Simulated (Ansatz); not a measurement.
## BN: pressure and energy less free atoms as volume scale varies

Results calculated with Ansatz 0.2.0, not measured. Periodic Kohn-Sham DFT of a crystal at fixed atoms, scaled to volume_scale times the given cell; pressure positive in compression, energy less spherical unpolarised free atoms, largest_vzz the field gradient of largest size among the nuclei.

The cell before it is scaled or strained (space group P6_3/mmc, No. 194):
```
BN
1.0
      2.5040     0.0000     0.0000
     -1.2520     2.1685     0.0000
      0.0000     0.0000     6.6612
B N
2 2
Direct
  0.33333 0.66667 0.25000
  0.66667 0.33333 0.75000
  0.33333 0.66667 0.75000
  0.66667 0.33333 0.25000
```

Settings of every row: method all-electron LAPW; functional PBEsol; relativity scalar; k mesh 11x11x4; filling fermi-dirac; smearing width 0.02 eV; basis error target 1 meV/atom; nucleus gaussian.

Atom start moment: 0 on all atoms.

Limits: a layered crystal: even scaling strains the bonds within the layers, so this curve is stiffer than the crystal under pressure.

```csv
row,volume scale,V (Å³/atom),pressure (GPa),energy less free atoms (eV/atom)
1,0.94,8.5,17.225,-9.1477
2,0.96,8.681,11.099,-9.1637
3,0.98,8.862,5.512,-9.173
4,0.99,8.952,2.905,-9.1754
5,1,9.043,0.415,-9.1763
6,1.01,9.133,?,?
7,1.02,9.223,-4.238,-9.1741
8,1.04,9.404,-8.486,-9.1669
9,1.06,9.585,-12.364,-9.1551
```

Question: what pressure and energy less free atoms should row 6 give?

Worked fit of pressure. Take u = (V_r/V)^(2/3) − 1 with V_r = 8.9975 Å³ an atom, which is twice the finite (Eulerian) strain; such expansions in the strain, on which the Birch-Murnaghan equation of state is built, carry the rest volume and the bulk modulus. The shown rows have u = 0.03865, 0.02416, 0.01017, 0.00339, -0.00336, -0.01637, -0.02903, -0.04129. Least squares give pressure = 1.6438 + 372.198 × u + 798.81 × u² GPa; a straight line predicts inner rows, each left out in turn, worse (root mean square 0.41 against 0.0091 GPa). The rows lie off it by 0.002, -0.003, 0.000, -0.010, 0.013, -0.003, 0.002, -0.002 (root mean square 0.0061 GPa). The pressure vanishes at u = -0.0045, or V = 9.058 Å³ an atom, and there the bulk modulus at fixed shape and fractions is B = −V dP/dV = (2/3)(1 + u) dP/du = 242 GPa. Letting shape and atoms relax would as a rule lower it, by much in layered, chain or molecular crystals. The withheld row has u = -0.00992, so the fit gives 1.6438 + 372.198 × (-0.00992) + 798.81 × (-0.00992)² = -1.970 GPa.

The calculation gave -1.965 GPa. The fit lies 0.005 GPa (0.017 % of the column's range) below it; its largest miss of a shown row is 0.013 GPa.

Worked fit of energy less free atoms. Take u = (V_r/V)^(2/3) − 1 with V_r = 8.9975 Å³ an atom, which is twice the finite (Eulerian) strain; such expansions in the strain, on which the Birch-Murnaghan equation of state is built, carry the rest volume and the bulk modulus. The shown rows have u = 0.03865, 0.02416, 0.01017, 0.00339, -0.00336, -0.01637, -0.02903, -0.04129. Least squares give energy less free atoms = −9.17602 + 0.1374 × u + 15.496 × u² − 2.5 × u³ eV/atom; a parabola predicts inner rows, each left out in turn, worse (root mean square 4.3e-05 against 2.2e-05 eV/atom). All shown rows lie on it to the printed digit. Its lowest point lies at u = -0.0044, or V = 9.058 Å³ an atom, and the curvature there gives the bulk modulus at fixed shape and fractions, B = (4/9)(1 + u)² E″(u)/V = 242 GPa. Letting shape and atoms relax would as a rule lower it, by much in layered, chain or molecular crystals. The withheld row has u = -0.00992, so the fit gives −9.17602 + 0.1374 × (-0.00992) + 15.496 × (-0.00992)² − 2.5 × (-0.00992)³ = -9.1759 eV/atom.

The calculation gave -9.1759 eV/atom. The fit meets it to the printed digit.
